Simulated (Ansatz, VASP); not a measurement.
LiF: VASP beside Ansatz

Contents of INCAR:

```
SYSTEM = LiF
PREC = Accurate
ENCUT = 520
EDIFF = 1E-7
ISMEAR = 0
SIGMA = 0.05
LREAL = .FALSE.
LASPH = .TRUE.
NELM = 80
ALGO = Normal
ISIF = 2
LWAVE = .FALSE.
LCHARG = .TRUE.
GGA = PE
LELF = .TRUE.
LVHAR = .TRUE.
NBANDS = 12
```

File KPOINTS:

```
Automatic mesh
0
G
  10 10 10
  0 0 0
```

Contents of POSCAR:

```
LiF
1.0
    0.0000000000      2.1902250000      2.0140000000
    2.0140000000      0.0000000000      2.0140000000
    2.0140000000      2.1902250000      0.0000000000
Li F
1 1
Direct
    0.0000000000      0.0000000000      0.0000000000
    0.5000000000      0.5000000000      0.5000000000
```

Input for Ansatz:

```yaml
crystal:
  lattice:
    - [0.0, 2.190225, 2.014]
    - [2.014, 0.0, 2.014]
    - [2.014, 2.190225, 0.0]
  atoms:
    - { symbol: Li, position: [0.0, 0.0, 0.0] }
    - { symbol: F, position: [0.5, 0.5, 0.5] }
basis:
  ecutwfc: 420
kpoints:
  mp_grid: { grid: [10, 10, 10] }
hamiltonian:
  xc: pbe
scf:
  occupations: { method: gaussian, width: 0.05 }
output:
  forces: true
  stress: true
  eigenvalues: true
```

Change from the starting cell: strain +0.0875 x Voigt [0, 1, 0, 0, 0, 0], atoms carried along.

Alike in both runs: task single point; functional PBE; k mesh 10 × 10 × 10; occupations gaussian, width 0.05 eV; no spin polarisation.

|  | VASP | Ansatz |
| --- | --- | --- |
| version | VASP 6.6.1 | Ansatz 0.2.0 |
| potentials or method | VASP PAW PBE potentials, release 64 (Li_sv, F) | scalar-relativistic, plane waves, PAW |
| plane-wave cutoff (eV) | 520 | 420 |
| valence electrons in the cell | 10 | 10 |

|  | VASP | Ansatz | Ansatz less VASP |
| --- | --- | --- | --- |
| gap on the k mesh at the Fermi level (eV) | 8.28 | 8.28 | +0.002 |
| least direct gap on the mesh (eV) | 8.28 | 8.28 | +0.002 |

 A k mesh can miss the band edges.
